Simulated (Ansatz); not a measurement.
Crystal: Pt, diamond type, 2 atoms in the cell.

Method: PBE, plane waves, PAW datasets (generated soft set 1) in Ansatz 0.2.0 development build.

Cutoff 420 eV; k-mesh 33×33×33 Γ-centred; Fermi–Dirac smearing of 0.0612 eV; no spin polarisation; no spin–orbit coupling.

The fit to the energies gives V₀ = 24.090 Å³/atom (a₀ = 5.776 Å), B₀ = 115 GPa, B₀′ = 5.40.

What pressure does the program print at V = 23.163 Å³/atom, and how far above the lowest computed point (V = 24.128 Å³/atom) does the energy lie?

5.00 GPa and 13.87 meV/atom. All points:

```json
{"V (Å³/atom)": "22.680", "a (Å)": "5.6612", "E − E(min) (meV/atom)": "33.56", "P (GPa)": "8.14"}
{"V (Å³/atom)": "23.163", "a (Å)": "5.7011", "E − E(min) (meV/atom)": "13.87", "P (GPa)": "5.00"}
{"V (Å³/atom)": "23.645", "a (Å)": "5.7404", "E − E(min) (meV/atom)": "3.04", "P (GPa)": "2.25"}
{"V (Å³/atom)": "24.128", "a (Å)": "5.7792", "E − E(min) (meV/atom)": "0.00", "P (GPa)": "-0.18"}
{"V (Å³/atom)": "24.610", "a (Å)": "5.8175", "E − E(min) (meV/atom)": "3.82", "P (GPa)": "-2.31"}
```

The published all-electron PBE values for this crystal (mean of FLEUR and WIEN2k, k-spacing 0.06 Å⁻¹; Bosoni et al., Nat. Rev. Phys. 6, 45 (2024)) are V₀ = 24.115 Å³/atom, B₀ = 114.6 GPa, B₀′ = 5.44.

The stress includes the program's correction for the finite plane-wave basis.

This cubic structure is a model: it isn't the usual form of the substance at ambient conditions, and such phases are metastable or hypothetical. Spin polarisation is left out, and a magnetic state may lie lower.
